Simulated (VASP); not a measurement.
BN:

```
B N
1.0
     0.00000    3.49532    2.16609
     1.25163    0.00000    2.16609
     1.25163    3.49532    0.00000
B N
1 1
Direct
  0.00005 0.00005 0.99995
  0.66665 0.66665 0.33335
```

Measurements of this composition are mostly on another form, of space group No. 194.

- Program: VASP 6.6.1
- Task: relaxation of cell and atoms
- Functional: LDA
- Potentials or basis: VASP PAW LDA potentials, release 64 (B, N)
- Cutoff: 600 eV
- k mesh: 12 × 12 × 12
- Occupations: gaussian, width 0.02 eV
- Spin: no spin polarisation

At the start: pressure -4.0 GPa; volume 9.48 Å³/atom.

Question: Where does the relaxation end?

Answer: Over 21 steps the energy falls by 5.1 meV/atom and the volume is 8.72 Å³/atom (-8.0 %); space group Fmm2 (No. 42, to 0.05 Å).

Step by step:
```csv
step,energy change (eV),largest force (eV/Å),pressure (GPa),volume (Å³)
1,0.0000,0.0105,-3.97,18.95
2,0.0091,0.0371,7.00,18.32
3,-0.0034,0.0042,-0.37,18.73
4,-0.0034,0.0045,-0.31,18.73
5,-0.0039,0.0123,-0.27,18.66
6,-0.0054,0.0632,-0.16,18.47
7,-0.0077,0.1659,-0.12,18.08
8,-0.0084,0.3752,0.31,17.31
9,-0.0089,0.2859,0.10,17.63
10,-0.0091,0.2686,0.11,17.62
11,-0.0095,0.2168,0.11,17.57
12,-0.0100,0.1140,0.12,17.47
13,-0.0099,0.0885,0.16,17.27
14,-0.0102,0.0360,0.02,17.39
15,-0.0102,0.0009,0.08,17.36
16,-0.0102,0.0154,0.06,17.37
17,-0.0102,0.0207,0.07,17.38
18,-0.0102,0.0259,0.08,17.38
19,-0.0102,0.0237,0.07,17.39
20,-0.0102,0.0170,0.02,17.40
21,-0.0102,0.0036,-0.04,17.44
```

Final structure:
```
CELL_PARAMETERS angstrom
0.00000 3.24878 2.15411
1.24583 0.00000 2.15411
1.24583 3.24878 0.00000
ATOMIC_POSITIONS crystal
B 0.00013 0.00013 0.99987
N 0.66657 0.66657 0.33343
```
